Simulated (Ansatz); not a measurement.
## Bands of FeO

```
Fe O
1.0
     1.51768    0.87623    2.51579
    -1.51768    0.87623    2.51579
     0.00000   -1.75247    2.51579
Fe O
1 1
Direct
  0.00000 0.00000 0.00000
  0.50000 0.50000 0.50000
```

Atom numbers follow the list: Fe1, O2.

The conventional cell has a = 3.035 Å, b = 3.035 Å, c = 7.547 Å, α = 90.00°, β = 90.00°, γ = 120.00°. Fe (atom 1) is surrounded by 6 O at 2.16 Å. O (atom 2) has 6 Fe at 2.16 Å as nearest neighbours.

The cell is a measured one (Crystallography Open Database entry 9009770); the temperature and pressure of the measurement aren't taken into account, and nothing was relaxed.

Semilocal functionals without U often leave such compounds metallic or with too small a gap, and the real magnetic order may differ.

Other magnetic orders may lie lower; this is the state that the run reached.

All numbers below come from DFT, PBE, all-electron LAPW, scalar-relativistic (Ansatz 0.2.0).

Settings: a Γ-centred 16×16×16 k mesh, Fermi–Dirac smearing of 0.03 eV, basis error target 0.5 meV/atom, spin-polarised from start moments Fe1 3 μB, ending with a cell moment of 4.00 μB.

Points in fractions of the reciprocal vectors of this cell: Γ (0, 0, 0), T (0.5, 0.5, 0.5), H2 (0.752, 0.248, 0.5), H0 (0.5, -0.248, 0.248), L (0.5, 0, 0), S0 (0.374, -0.374, 0), S2 (0.626, 0, 0.374), F (0.5, 0, 0.5). The path joins them by straight lines in the order Γ–T–H2–H0–L–Γ–S0–S2–F; legs that retrace an earlier one aren't tabulated. Energies are in eV from the Fermi level.

(1) Metal or insulator at this level of theory?

(2) Tabulate bands 12 to 16 of the spin-up channel, counted from the lowest band of the run, along the path.

Answers

(1) No gap opens: metallic or semimetallic.

(2) 
```
k (1/Å)  point  band 12  band 13  band 14  band 15  band 16
   0.00      Γ    -3.84    -3.68    -3.68    -0.01    15.21
   0.31           -3.44    -2.57    -2.57     0.98    13.00
   0.62           -3.11    -1.47    -1.47     2.66    10.35
   0.94           -2.73    -0.68    -0.68     3.81     8.65
   1.25      T    -2.54    -0.39    -0.39     4.07     8.21
   1.51           -2.58    -0.85    -0.54     4.77     8.08
   1.77           -2.65    -1.71    -0.97     6.31     7.78
   2.03           -2.71    -2.47    -1.50     7.45     8.02
   2.29     H2    -2.93    -2.78    -1.74     7.35     8.83
   2.55           -2.70    -2.66    -1.72     7.02     8.70
   2.80           -2.64    -2.47    -1.70     6.69     8.64
   3.05           -2.70    -2.66    -1.72     7.02     8.70
   3.31     H0    -2.93    -2.78    -1.74     7.35     8.83
   3.56           -2.71    -2.42    -1.45     7.58     7.83
   3.82           -2.62    -1.66    -0.91     6.12     7.99
   4.08           -2.53    -0.82    -0.50     4.63     8.31
   4.33      L    -2.48    -0.37    -0.35     3.96     8.43
   4.65           -2.69    -0.67    -0.65     3.76     8.84
   4.97           -3.09    -1.46    -1.46     2.67    10.53
   5.28           -3.41    -2.58    -2.55     1.00    13.17
   5.60      Γ    -3.84    -3.68    -3.68    -0.01    15.21
   5.99           -3.12    -3.03    -2.04     1.43    12.81
   6.37           -2.66    -2.57    -0.70     3.77    10.38
   6.76           -2.53    -2.37    -0.57     6.13     8.77
   7.15     S0    -2.64    -2.47    -1.70     6.69     8.64
   7.37           -2.67    -2.45    -1.51     7.15     8.18
   7.59           -2.71    -2.43    -1.46     7.58     7.86
   7.81           -2.67    -2.45    -1.51     7.15     8.18
   8.03     S2    -2.64    -2.47    -1.70     6.69     8.64
   8.16           -2.70    -2.56    -2.22     6.11     8.63
   8.29           -2.75    -2.71    -2.67     5.62     8.62
   8.42           -2.80    -2.77    -2.77     5.30     8.63
   8.55      F    -2.82    -2.79    -2.78     5.18     8.63
```
